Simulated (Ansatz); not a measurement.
Level of theory: Ansatz 0.2.0, DFT PBE, scalar-relativistic, plane waves, PAW. Settings: cutoff 420 eV, Γ-centred meshes spaced at most about 0.3 Å⁻¹ (2π included), Gaussian smearing. No spin polarisation.

These are static total energies at zero pressure.

Two relaxed structures of Si2Ge3:

A. Space group R-3m (No. 166), trigonal, a = 3.983 Å, c = 48.818 Å. Si on its first site is surrounded by 3 Si at 2.42 Å and 1 Ge at 2.43 Å; around Si on its second site lie 3 Si at 2.42 Å and 1 Ge at 2.43 Å; around Ge on its first site lie 1 Si at 2.43 Å and 3 Ge at 2.46 Å; around Ge on its second site lie 4 Ge at 2.46–2.48 Å; Ge on its third site is surrounded by 1 Si at 2.43 Å and 3 Ge at 2.46 Å.

B. Space group I-4 (No. 82), tetragonal, a = 8.902 Å, c = 5.629 Å. Around Si lie 4 Ge at 2.42–2.43 Å; Ge on a site of symmetry -4 has 4 Si at 2.43 Å; Ge on a site of symmetry 1 is surrounded by 3 Si at 2.42–2.43 Å and 1 Ge at 2.48 Å; Ge on a second site of symmetry -4 has 4 Ge at 2.48 Å.

Task: Which arrangement of the elements on these sites is preferred, and by what margin?

Result: They are level within the accuracy (under 1 meV/atom apart). The two share one framework of sites and differ in which element sits where. A has Si and Ge ordered on diamond sites, space group R-3m (No. 166), 22.4 Å³/atom and a gap of 0.27 eV on its mesh; B has Si and Ge ordered on diamond sites, space group I-4 (No. 82), 22.3 Å³/atom and a gap of 0.61 eV. Counting Ge atoms around Si (those within 1.25 times the shortest such distance or 1.15 times the sum of covalent radii, 1.27 where that leaves under three), A has Si 1 and B has Si 4. Both come from invented guesses. The lowest form computed isn't among them: it has Si and Ge ordered on diamond sites, space group Imma (No. 74), 22.4 Å³/atom and lies 5 meV/atom below the best shown.

Kohn–Sham gaps at this level usually fall short of measured ones. Cells relaxed within their symmetry can be saddle points.
